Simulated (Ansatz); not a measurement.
Here is the system:

CoPt:
```
CELL_PARAMETERS angstrom
      2.65828     0.00000     0.00000
      0.00000     2.65828     0.00000
      0.00000     0.00000     3.66296
ATOMIC_POSITIONS crystal
  Co 0.00000 0.00000 0.00000
  Pt 0.50000 0.50000 0.50000
```
The run is spin-polarised; directions of the spins, atom by atom: ↑ ↑.

This is the PBEsol-relaxed structure.

### Question
All from DFT-PBEsol in the program Ansatz with PAW potentials, unless another level is named. Give the density of states at the Fermi level.

### Answer
0.95 states/eV per atom (mean over ±0.08 eV).

### Question
Predict the formation energy from the elements (no fitted shifts).

### Answer
-0.074 eV/atom.

Space group P4/mmm (L1₀ or tetragonal B2). The cell was relaxed with PBEsol under the symmetry of its start. Spin order of the final state: ferromagnetic, chosen from 5 collinear starts compared on coarse meshes (ties went to the first, and starts can fall back to one state), not a proven ground state. Textbook magnetic order: ferromagnetic. The references are the lowest solids computed at this level, not always the standard phases. Scalar-relativistic: spin–orbit coupling is off unless named, which matters more the heavier the elements.

Potentials: the earlier of the program's two PAW sets. The files were generated under PBE; for other functionals the program regenerates the frozen cores, and for LDA and PBEsol the local potential too.
